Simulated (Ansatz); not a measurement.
# Ta: how the settings move a single-point run

Question: which choices in the input matter for Ta?

Program: Ansatz 0.2.0. Level of theory: reference: DFT, PBE, PAW with Ansatz's default frozen-core files, scalar-relativistic. These are calculated values, not measurements.

## Step 1: The starting structure

The structure is cubic, space group Im-3m (No. 229). The conventional cell has a = 3.303 Å, b = 3.303 Å, c = 3.303 Å, α = 90.00°, β = 90.00°, γ = 90.00°. Ta (site symmetry m-3m) has 8 Ta at 2.86 Å as nearest neighbours.

Coordinates:

```xyz
1
Lattice="-1.6513 1.6513 1.6513 1.6513 -1.6513 1.6513 1.6513 1.6513 -1.6513" Properties=species:S:1:pos:R:3 pbc="T T T"
Ta    0.0000    0.0000    0.0000
```

## Step 2: The reference run

input.yaml

```yaml
crystal:
  lattice:
    - [-1.65128, 1.65128, 1.65128]
    - [1.65128, -1.65128, 1.65128]
    - [1.65128, 1.65128, -1.65128]
  atoms:
    - { symbol: Ta, position: [0.0, 0.0, 0.0], spin: 0.6 }
magnetization:
  spin_polarized: true
kpoints:
  mp_grid: { grid: [12, 12, 12] }
scf:
  occupations: { method: fermi_dirac, width: 0.05 }
  lower_state_search: "off"
hamiltonian:
  xc: pbe
  pseudopotentials: { kind: paw }
output:
  forces: true
  stress: true
  eigenvalues: true
  populations: true
  dos: { projected: true, de: 0.1, e_range: [-8, 5] }
  write_density: true
  write_potential: true
  elf: true
  volumetric_format: npy
```

Command:

```console
$ ansatz run input.yaml --threads 1 --pin off --max-ram 3072MiB --backend cpu --events-out ev --progress --plain --runs-dir out
```

Excerpt of the output:

```text
[...]
Basis set: ecut = 420 eV, 369 PW (Γ), exchange–correlation on 40×40×40 points (8 copies of the dense FFT grid, shifted against one another)
[...]
Magnetic group: BNS 229.140 (UNI 1642), of the structure as read, at distance tolerance 2.6e-5 Å
k-points: 72 of 1728
[...]
SCF iter   1: F=—  HF=-9932.298724 eV  |F-HF|=—  |Δ(HF+E_count)|=         —  Δρ=3.85e-2 (↑3.85e-2 ↓2.10e-2)  dr2=2.95e-1  dr2_m=8.76e-2  M=0.225 μB ∫|m|=0.225 μB  β_m=0.30  ethr=2.26e-3  ⟨swp⟩=1.0  Hψ=11234  notcnv=0
preconditioner: auto → none  [metal: Δε(μ)=0.004 eV  Ē_g=8.492 eV  σ=0.050 eV  W_gap=0.02  n_scr=0 (ndim 8)  ℏωp=19.6 eV  f_vac=0.000  D(μ)=1.64/eV (n_scr^D=18)]
SCF iter   2: F=—  HF=-9932.241022 eV  |F-HF|=—  |Δ(HF+E_count)|=   5.77e-2  Δρ=2.46e-2 (↑2.46e-2 ↓1.65e-2)  dr2=8.75e-2  dr2_m=4.65e-2  M=0.199 μB ∫|m|=0.199 μB  β_m=0.30  ethr=2.26e-3  ⟨swp⟩=2.6  Hψ=2515  notcnv=0
[...]
SCF iter  14: F=-9932.247567 eV  HF=-9932.247567 eV  |F-HF|=3.27e-11  |Δ(HF+E_count)|=   1.18e-9  Δρ=3.29e-7 (↑2.98e-7 ↓3.29e-7)  dr2=4.88e-12  dr2_m=1.44e-11  M=0.000 μB ∫|m|=0.000 μB  β_m=0.97  ethr=2.75e-12  ⟨swp⟩=4.0  Hψ=6751  notcnv=0
SCF iter  15: F=-9932.247567 eV  HF=-9932.247567 eV  |F-HF|=3.64e-12  |Δ(HF+E_count)|=  5.46e-11  Δρ=3.86e-8 (↑3.60e-8 ↓3.86e-8)  dr2=6.76e-14  dr2_m=2.17e-13  M=0.000 μB ∫|m|=0.000 μB  ethr=1.00e-12  ⟨swp⟩=3.4  Hψ=6039  notcnv=0
[...]
SCF converged after 15 iterations
Magnetization: 0.0000 μB (6.5000 up, 6.5000 down)
[...]
Free energy (F): -9932.247567 eV
[...]
E sigma→0 (E₀):  -9932.240421 eV
[...]
Fermi energy:    18.628377 eV
[...]
  P = ⅓ Tr σ = 2.3620 GPa (23.620 kbar)
[...]
```

Run time: 3.2 s. Hardware: 1 thread of Arm Neoverse V2, shared host; peak memory 0.26 GiB.

## Step 3: Changed: starting moments

input.yaml, as its differences from that of step 2:

```diff
@@ -6,3 +6,3 @@
   atoms:
-    - { symbol: Ta, position: [0.0, 0.0, 0.0], spin: 0.6 }
+    - { symbol: Ta, position: [0.0, 0.0, 0.0], spin: 0.01 }
 magnetization:
@@ -21,7 +21 @@
   eigenvalues: true
-  populations: true
-  dos: { projected: true, de: 0.1, e_range: [-8, 5] }
-  write_density: true
-  write_potential: true
-  elf: true
-  volumetric_format: npy
```

Command:

```console
$ ansatz run input.yaml --threads 1 --pin off --max-ram 3072MiB --backend cpu --events-out ev --progress --plain --runs-dir out
```

Output:

```text
Engine: ansatz 0.2.0
Pseudopotentials: kind: paw
Pseudopotential: Ta, paw, valence charge 13, recommended cutoff 420 eV (normal)
Functional definition: PBE
  parameter kappa = 0.804
  parameter beta = 0.06672455060314922
  exchange = pbe_x(kappa = kappa, mu = beta*pi^2/3)
  correlation = pbe_c(beta = beta)
Crystal: 1 atoms, lattice volume = 18.010 Å³
Basis set: ecut = 420 eV, 369 PW (Γ), exchange–correlation on 40×40×40 points (8 copies of the dense FFT grid, shifted against one another)
Bands: 11, of which v1, the nominal top of the filled ones, is band 7 counted from 1 (6 counted from 0)
Symmetry: 48 space group operations
Space group: Im-3m (ITA 229), of the structure as read, at distance tolerance 2.6e-5 Å
Magnetic group: BNS 229.140 (UNI 1642), of the structure as read, at distance tolerance 2.6e-5 Å
k-points: 72 of 1728
Non-local potential: Ta, projectors of the file, l = 0: 3, l = 1: 2, l = 2: 2, l = 3: 1
PAW form: soft (Blöchl's): semilocal exchange-correlation on the pseudo side does not see the compensation charge
PAW one-centre angular grid: Ta, 590 points (default); XC on 64 Gauss nodes
Initial density: superposition of atomic densities (chi_scale 0.1, normalization cell)
Starting moments: Σ|m| = 0.01 μB on 1 of 1 site
Initial wavefunctions: pseudopotential atomic-orbital guess
Functional: x = pbe(κ = 0.804, μ = 0.2195149727645171), c = pbe(β = 0.06672455060314922)
iter 1 solved again at ethr=2.23e-3 eV; its pass at ethr=3.10e-3 eV (dr2=2.90e-1 eV) is discarded
SCF iter   1: F=—  HF=-9932.332119 eV  |F-HF|=—  |Δ(HF+E_count)|=         —  Δρ=2.08e-2 (↑2.08e-2 ↓2.04e-2)  dr2=2.92e-1  dr2_m=2.16e-5  M=0.005 μB ∫|m|=0.005 μB  β_m=0.30  ethr=2.23e-3  ⟨swp⟩=1.0  Hψ=11218  notcnv=0
preconditioner: auto → none  [metal: Δε(μ)=0.021 eV  Ē_g=8.496 eV  σ=0.050 eV  W_gap=0.11  n_scr=0 (ndim 8)  ℏωp=19.6 eV  f_vac=0.000  D(μ)=2.10/eV (n_scr^D=18)]
SCF iter   2: F=—  HF=-9932.260862 eV  |F-HF|=—  |Δ(HF+E_count)|=   7.13e-2  Δρ=1.26e-2 (↑1.26e-2 ↓1.24e-2)  dr2=8.71e-2  dr2_m=1.19e-5  M=0.004 μB ∫|m|=0.004 μB  β_m=0.30  ethr=2.23e-3  ⟨swp⟩=2.9  Hψ=2655  notcnv=0
SCF iter   3: F=—  HF=-9932.245425 eV  |F-HF|=—  |Δ(HF+E_count)|=   1.54e-2  Δρ=4.27e-3 (↑4.14e-3 ↓4.27e-3)  dr2=4.47e-3  dr2_m=7.15e-6  M=0.003 μB ∫|m|=0.003 μB  β_m=0.30  ethr=6.70e-4  ⟨swp⟩=3.2  Hψ=3129  notcnv=0
SCF iter   4: F=—  HF=-9932.247543 eV  |F-HF|=—  |Δ(HF+E_count)|=   2.12e-3  Δρ=3.60e-4 (↑3.60e-4 ↓3.20e-4)  dr2=2.66e-5  dr2_m=4.00e-6  M=0.003 μB ∫|m|=0.003 μB  β_m=0.30  ethr=3.44e-5  ⟨swp⟩=1.9  Hψ=2301  notcnv=0
SCF iter   5: F=—  HF=-9932.247564 eV  |F-HF|=—  |Δ(HF+E_count)|=   2.05e-5  Δρ=2.02e-4 (↑2.02e-4 ↓2.01e-4)  dr2=4.98e-6  dr2_m=2.30e-6  M=0.003 μB ∫|m|=0.003 μB  β_m=0.30  ethr=2.05e-7  ⟨swp⟩=2.2  Hψ=2383  notcnv=0
SCF iter   6: F=—  HF=-9932.247566 eV  |F-HF|=—  |Δ(HF+E_count)|=   2.00e-6  Δρ=1.05e-4 (↑8.78e-5 ↓1.05e-4)  dr2=3.15e-7  dr2_m=1.35e-6  M=0.002 μB ∫|m|=0.002 μB  β_m=0.30  ethr=3.83e-8  ⟨swp⟩=2.2  Hψ=2247  notcnv=0
SCF iter   7: F=—  HF=-9932.247566 eV  |F-HF|=—  |Δ(HF+E_count)|=   1.60e-7  Δρ=7.07e-5 (↑7.03e-5 ↓7.07e-5)  dr2=4.15e-9  dr2_m=8.15e-7  M=0.002 μB ∫|m|=0.002 μB  β_m=0.30  ethr=7.69e-10  ⟨swp⟩=4.9  Hψ=6302  notcnv=0
Mixer restart at iter 7: flushing history
spin-set hold released at iteration 7 (site moments contracting): the magnetisation degrees of freedom join the quasi-Newton model from the next iteration; the mixer history was flushed
SCF iter   8: F=—  HF=-9932.247566 eV  |F-HF|=—  |Δ(HF+E_count)|=   2.15e-7  Δρ=5.55e-5 (↑5.54e-5 ↓5.55e-5)  dr2=2.07e-9  dr2_m=5.05e-7  M=0.002 μB ∫|m|=0.002 μB  β_m=0.62  ethr=3.19e-11  ⟨swp⟩=2.8  Hψ=3351  notcnv=0
iter 9 did not close the SCF: its close was put off for a magnetic moment that had not settled (scf_convergence_deferred on its scf_iter line)
SCF iter   9: F=-9932.247567 eV  HF=-9932.247567 eV  |F-HF|=4.28e-8  |Δ(HF+E_count)|=   5.00e-7  Δρ=1.29e-5 (↑1.28e-5 ↓1.29e-5)  dr2=4.41e-11  dr2_m=2.74e-8  M=0.001 μB ∫|m|=0.001 μB  β_m=0.82  ethr=1.59e-11  ⟨swp⟩=3.1  Hψ=4142  notcnv=0
iter 10 did not close the SCF: its close was put off for a magnetic moment that had not settled (scf_convergence_deferred on its scf_iter line)
SCF iter  10: F=-9932.247567 eV  HF=-9932.247567 eV  |F-HF|=5.78e-9  |Δ(HF+E_count)|=   1.02e-7  Δρ=4.42e-6 (↑4.40e-6 ↓4.42e-6)  dr2=5.69e-11  dr2_m=3.20e-9  M=0.000 μB ∫|m|=0.000 μB  β_m=0.91  ethr=1.00e-12  ⟨swp⟩=1.0  Hψ=5718  notcnv=0
iter 11 did not close the SCF: its close was put off for a magnetic moment that had not settled (scf_convergence_deferred on its scf_iter line)
SCF iter  11: F=-9932.247567 eV  HF=-9932.247567 eV  |F-HF|=1.64e-11  |Δ(HF+E_count)|=   1.58e-8  Δρ=5.18e-7 (↑5.18e-7 ↓4.45e-7)  dr2=5.42e-11  dr2_m=2.77e-11  M=0.000 μB ∫|m|=0.000 μB  β_m=0.88  ethr=1.00e-12  ⟨swp⟩=1.0  Hψ=5034  notcnv=0
SCF iter  12: F=-9932.247567 eV  HF=-9932.247567 eV  |F-HF|=3.64e-12  |Δ(HF+E_count)|=  9.28e-11  Δρ=2.04e-7 (↑1.68e-7 ↓2.04e-7)  dr2=4.63e-12  dr2_m=4.83e-12  M=0.000 μB ∫|m|=0.000 μB  ethr=1.00e-12  ⟨swp⟩=1.0  Hψ=4571  notcnv=0
WARN: the starting moments were not kept: the SCF closed with an absolute magnetisation of 6.5e-6 μB, where they sum to 0.01 μB in size (1 site). That is at most 0.1 of that sum. Measured as dr2_m measures the in/out step, that magnetisation stands 6.1e-12 eV from none, at or under the dr2_threshold of 1.0e-7 eV: it is no larger than a step whose dr2_m would equal this threshold. The system may hold no moment; this SCF shows only that its start led to no more than that. To try another start: raise the starting moments (crystal.atoms[].spin, magnetization.per_species, magnetization.initial_magnetization, or on a non-collinear deck that types none of these the spinor_matrix: blocks that start its atoms; where the total moment is fixed, keep their sum and leave initial_magnetization as it is; typed ones take the place of any that the run laid by itself, positive ones on a crystal's lanthanoids without a Hubbard term where scf.initial_density.shell_occupations: [] is typed) or, if the notice of its spin-set hold's release reads "site moments contracting" or "site moments show no strong build", lengthen the hold (scf.mixing.spin_hold: { on: { confirm: 4 } }; for m-r²SCAN on two components see the key's manual first). Each may lead to a state that holds a moment. A second SCF, from the converged charge density, with the starting moments and any scf.initial_density.shell_occupations laid on it anew, would have followed, and was not run: the deck does not ask for one (magnetization.retry_lost_moments is false, the default). To let it run, set magnetization.retry_lost_moments: true and run the deck again, where that key's refused combinations let it; where memory then withholds it, that run's warning says so.
SCF 1 converged in 12 iterations: F = -9932.247567 eV  dr2 = 4.63e-12
SCF converged after 12 iterations
Magnetization: 0.0000 μB (6.5000 up, 6.5000 down)
Absolute magnetization: 0.0000 μB (∫|ρ↑−ρ↓|, with the PAW one-centre terms)
Spin contamination: 0.0000 ħ² per cell (⟨S²⟩ above its minimum at these occupations)
Per-site moments (μB) at R_I (Å): [(2.860214550303631e-6, 1.1797916037279637)]
Free energy (F): -9932.247567 eV
Harris-Foulkes:  -9932.247567 eV  (|F-HF|=3.64e-12)
Internal energy: -9932.233276 eV  (E = F + TS)
E sigma→0 (E₀):  -9932.240421 eV
Entropy (-TS):   -0.014291 eV (-14.291 meV/atom)
Fermi energy:    18.628378 eV
--- Per-component energies (eV) ---
  E_band       = -103.132841
  E_kinetic    = 366.205890
  E_local      = -547.649599  (includes V_loc(G=0)·N_el)
  E_nonlocal   = 14.988607
  E_hartree    = 190.280347
  E_xc         = -218.535149
  E_vxc        = -204.154762  (∫ρ·V_xc dr)
  E_paw        = -8396.712091  (= ΣΔE_a)
  E_vpaw       = -113.083892  (= ΣTr[D̂ρ^β])
  E_aug_tail   = 0.000163  (compensation charges beyond the density's cutoff)
  E_ewald      = -1340.811443
  E_smearing   = -0.014291  (= −TS)
  E_closure    = 0.000000  (closes the sum)
  Σ components = -9932.247567   (vs F -9932.247567, Δ=0.00e0)
--- Forces (eV/Å), atoms counted from 1 ---
  atom   1  Ta     0.00000000     0.00000000    -0.00000000
  max |Σ_I F_I| component: 9.45e-32 eV/Å
--- Stress (GPa, compression-positive) ---
        2.362029       0.000000      -0.000000
        0.000000       2.362029       0.000000
       -0.000000      -0.000000       2.362029
  P = ⅓ Tr σ = 2.3620 GPa (23.620 kbar)
--- Band table (eV; the first three rows and the last of 144) ---
  k-point 0 ↑: bands = ["-48.4137", "-14.3643", "-14.3643", "-14.3643", "10.7433", "19.3856", "19.3856", "19.3856", "22.6593", "22.6593", "33.2626"]
  k-point 1 ↑: bands = ["-48.4059", "-14.4497", "-14.3907", "-14.3647", "11.0500", "19.1870", "19.3206", "19.6896", "22.3550", "22.6610", "33.5320"]
  k-point 2 ↑: bands = ["-48.3848", "-14.6780", "-14.4621", "-14.3660", "11.8962", "18.6911", "19.0106", "20.5799", "21.9785", "22.7010", "33.9995"]
  k-point 71 ↓: bands = ["-48.2112", "-15.1854", "-15.1854", "-15.1854", "14.8398", "14.8398", "25.4960", "25.4960", "25.4960", "27.2535", "27.2535"]
```

It took 2.3 s on 1 thread of Arm Neoverse V2, shared host; peak memory 0.26 GiB.

With the changed spin start the energy stays within 0.5 meV/atom: no moment survives, so both runs end on the same non-magnetic state.

## Step 4: Side by side

| run | ending | energy change | pressure (GPa) | gap (eV) | force (eV/Å) | cycles | time |
| --- | --- | --- | --- | --- | --- | --- | --- |
| reference | converged | 0 | 2.4 | 0.00 | 0.00 | 15 | 3.2 s |
| 1: starting moments | converged | 0.0 meV/atom | 2.4 | 0.00 | 0.00 | 12 | 2.3 s |

Times don't compare one to one where runs were asked for different outputs or read a saved state (see the inputs); cycles may leave out searches for a lower state.

Residual by cycle in the longest SCF loop of each run; runs are numbered as in the table. The quantity is the density residual dr2, in eV.

```
cycle  reference    run 1
    1      0.295    0.292
    2     0.0875   0.0871
    4     2.5e-5   2.7e-5
    5     8.1e-6   5.0e-6
    6     7.2e-7   3.2e-7
    7     1.5e-7   4.1e-9
    9     6.8e-8  4.4e-11
   10     7.9e-8  5.7e-11
   11     1.5e-7  5.4e-11
   12     3.2e-8  4.6e-12
   14    4.9e-12        -
   15    6.8e-14        -
```

**Reading.** With the changed spin start the energy stays within 0.5 meV/atom: no moment survives, so both runs end on the same non-magnetic state.
